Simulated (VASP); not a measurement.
Te2Mo:

```
Te Mo
1.0
     3.51820    0.00000    0.00000
    -1.75910    3.04685    0.00000
     0.00000    0.00000   13.97360
Te Mo
4 2
Direct
  0.33333 0.66667 0.62100
  0.66667 0.33333 0.12100
  0.33333 0.66667 0.87900
  0.66667 0.33333 0.37900
  0.33333 0.66667 0.25000
  0.66667 0.33333 0.75000
```

* Program: VASP 6.6.1
* Task: relaxation of cell and atoms
* Functional: PBE
* Dispersion: D3(BJ)
* Potentials or basis: VASP PAW PBE potentials, release 64 (Te, Mo_sv)
* Cutoff: 600 eV
* k mesh: 9 × 9 × 2
* Occupations: gaussian, width 0.03 eV
* Spin: no spin polarisation

At the start: pressure -0.6 GPa; volume 24.96 Å³/atom.

**Question.** Where does the relaxation end?

**Answer.** Over 11 steps the energy falls by 4.2 meV/atom and the volume is 24.15 Å³/atom (-3.2 %); space group P6_3/mmc (No. 194, to 0.05 Å).

The path:
| step | energy change (eV) | largest force (eV/Å) | pressure (GPa) | volume (Å³) |
| --- | --- | --- | --- | --- |
| 1 | 0.0000 | 0.1801 | -0.57 | 149.79 |
| 2 | -0.0099 | 0.1781 | 0.16 | 147.87 |
| 3 | -0.0107 | 0.1781 | 0.42 | 147.15 |
| 4 | -0.0138 | 0.0446 | -0.52 | 147.26 |
| 5 | -0.0143 | 0.0147 | -0.27 | 147.23 |
| 6 | -0.0201 | 0.0145 | -0.19 | 146.48 |
| 7 | -0.0252 | 0.0121 | -0.01 | 145.13 |
| 8 | -0.0254 | 0.0107 | 0.04 | 144.86 |
| 9 | -0.0254 | 0.0111 | 0.03 | 144.91 |
| 10 | -0.0253 | 0.0168 | -0.11 | 144.97 |
| 11 | -0.0254 | 0.0027 | -0.01 | 144.93 |

Final structure:
```cif
data_structure
_symmetry_space_group_name_H-M 'P 1'
_symmetry_Int_Tables_number 1
_cell_length_a 3.4957
_cell_length_b 3.4957
_cell_length_c 13.6948
_cell_angle_alpha 90.000
_cell_angle_beta 90.000
_cell_angle_gamma 120.000
_cell_volume 144.93
loop_
_atom_site_label
_atom_site_type_symbol
_atom_site_fract_x
_atom_site_fract_y
_atom_site_fract_z
_atom_site_occupancy
Te1 Te 0.33333 0.66667 0.61724 1
Te2 Te 0.66667 0.33333 0.11724 1
Te3 Te 0.33333 0.66667 0.88276 1
Te4 Te 0.66667 0.33333 0.38276 1
Mo1 Mo 0.33333 0.66667 0.25000 1
Mo2 Mo 0.66667 0.33333 0.75000 1
```
